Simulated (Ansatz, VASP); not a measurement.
AlNi: VASP beside Ansatz

Contents of INCAR:

```
SYSTEM = AlNi
PREC = Accurate
ENCUT = 520
EDIFF = 1E-7
ISMEAR = 0
SIGMA = 0.1
LREAL = .FALSE.
LASPH = .TRUE.
NELM = 80
ALGO = Normal
ISIF = 2
LWAVE = .FALSE.
LCHARG = .FALSE.
GGA = PS
NBANDS = 14
```

KPOINTS

```
Automatic mesh
0
G
  14 14 14
  0 0 0
```

POSCAR

```
AlNi
1.0
    2.8586048674      0.0000000000      0.0000000000
    0.0000000000      2.8586048674      0.0000000000
    0.0000000000      0.0000000000      2.8694088859
Al Ni
1 1
Direct
    0.0000000000      0.0000000000      0.0000000000
    0.5000000000      0.5000000000      0.5000000000
```

Input for Ansatz:

```yaml
crystal:
  lattice:
    - [2.8586048671, 0.0, 0.0]
    - [0.0, 2.8586048671, 0.0]
    - [0.0, 0.0, 2.869408886]
  atoms:
    - { symbol: Al, position: [0.0, 0.0, 0.0] }
    - { symbol: Ni, position: [0.5, 0.5, 0.5] }
basis:
  ecutwfc: 420
kpoints:
  mp_grid: { grid: [14, 14, 14] }
hamiltonian:
  xc: pbesol
scf:
  occupations: { method: gaussian, width: 0.1 }
output:
  forces: true
  stress: true
  eigenvalues: true
```

Alike in both runs: task single point; functional PBEsol; k mesh 14 × 14 × 14; occupations gaussian, width 0.1 eV; no spin polarisation.

|  | VASP | Ansatz |
| --- | --- | --- |
| version | VASP 6.6.1 | Ansatz 0.2.0 |
| potentials or method | VASP PAW PBE potentials, release 64 (Al, Ni) | scalar-relativistic, plane waves, PAW |
| plane-wave cutoff (eV) | 520 | 420 |
| valence electrons in the cell | 13 | 21 |

Ansatz gave:

- gap on the k mesh at the Fermi level (eV): none
- pressure (GPa): 0.0
- largest component of the traceless stress (GPa): 0.15

Problem. What did VASP give for the same quantities?

Solution. gap on the k mesh at the Fermi level (eV): none; pressure (GPa): 0.2; largest component of the traceless stress (GPa): 0.16.

A gap of «none» marks a metal or a gap that the smearing closes. The functional is the same, so the differences come from potentials, cutoffs and numerics. The two sets of potentials don't hold the same shells in valence.

Caveats: the PAW data sets were made with another functional, which shifts forces and pressure a little (VASP). Spin polarisation is off, so any magnetic state and its effect on volume and gap are missing.
